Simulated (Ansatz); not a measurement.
TiB2:

```xyz
3
Lattice="3.0292 0.0000 0.0000 -1.5146 2.6234 0.0000 0.0000 0.0000 3.2284" Properties=species:S:1:pos:R:3 pbc="T T T"
Ti    0.0000    0.0000    0.0000
B     1.5146    0.8745    1.6142
B     0.0000    1.7489    1.6142
```

Base run:

```yaml
Program: Ansatz 0.2.0
Functional: r2SCAN
Potentials_or_basis: Ansatz PAW
Cutoff: "500 eV (not typed: the program's choice for these potentials)"
k_mesh: 10 × 10 × 8
Occupations: fermi-dirac, width 0.05 eV
Spin: no spin polarisation
```

Its results: band gap on the k mesh none (metal or under the smearing width); pressure -1.1 GPa.

The run is repeated on the same cell with these changes: functional from r2SCAN to LDA; cutoff from 500 eV (not typed: the program's choice for these potentials) to 420 eV (not typed: the program's choice for these potentials). What comes out?

Band gap on the k mesh none (metal or under the smearing width); pressure -11.2 GPa.

Caveats: the PAW data sets come from PBE, with cores solved anew for the run's functional, which leaves a small shift of forces and pressure.
